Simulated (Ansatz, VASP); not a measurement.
SiC in VASP and in Ansatz

Contents of INCAR:

```
PREC = Accurate ; ENCUT = 600
EDIFF = 1E-6 ; ISMEAR = 0
SIGMA = 0.01 ; LREAL = F
LASPH = T ; NELM = 100
ALGO = Normal ; ISIF = 3
LWAVE = F ; LCHARG = F
GGA = PE ; IBRION = 2
NSW = 80 ; EDIFFG = -0.001
```

File KPOINTS:

```
Automatic mesh
0
Gamma
  10 10 10
```

File POSCAR:

```
SiC
1.0
    0.0000000000      2.1790000000      2.1790000000
    2.1790000000      0.0000000000      2.1790000000
    2.1790000000      2.1790000000      0.0000000000
Si C
1 1
Direct
    0.0000000000      0.0000000000      0.0000000000
    0.2500000000      0.2500000000      0.2500000000
```

Input for Ansatz:

```yaml
crystal:
  lattice:
    - [0.0, 2.179, 2.179]
    - [2.179, 0.0, 2.179]
    - [2.179, 2.179, 0.0]
  atoms:
    - { symbol: Si, position: [0.0, 0.0, 0.0] }
    - { symbol: C, position: [0.25, 0.25, 0.25] }
scf:
  occupations: { method: fixed }
output:
  forces: true
  stress: true
  eigenvalues: true
  write_density: true
  write_potential: true
  elf: true
  volumetric_format: npy
hamiltonian:
  xc: pbe
relax:
  f_tol: 0.001
  max_steps: 60
  cell: { stress_tol: 0.03 }
kpoints:
  mp_grid: { grid: [10, 10, 10] }
```

Alike in both runs: task relaxation of cell and atoms; functional PBE; k mesh 10 × 10 × 10; no spin polarisation.

|  | VASP | Ansatz |
| --- | --- | --- |
| version | VASP 6.6.1 | Ansatz 0.2.0 |
| potentials or method | VASP PAW PBE potentials, release 64 (Si, C) | scalar-relativistic, plane waves, PAW |
| plane-wave cutoff (eV) | 600 | 420 |
| occupations | gaussian, width 0.01 eV | fixed |
| valence electrons in the cell | 8 | 8 |

Ansatz gave:

```
gap on the k mesh at the Fermi level, each at its own relaxed structure (eV) : 1.37
relaxed volume (Å³/atom)                                                     : 10.50
relaxed cell length with the largest relative difference (Å)                 : 3.097
energy change over the relaxation (meV/atom)                                 : -2
```

Question: Which values does VASP return?

Answer: gap on the k mesh at the Fermi level, each at its own relaxed structure (eV): 1.37; relaxed volume (Å³/atom): 10.49; relaxed cell length with the largest relative difference (Å): 3.096; energy change over the relaxation (meV/atom): -1.

A k mesh can miss the band edges. Zero-point motion and thermal expansion aren't in these numbers. PBE usually gives volumes a little too large and moduli too small.
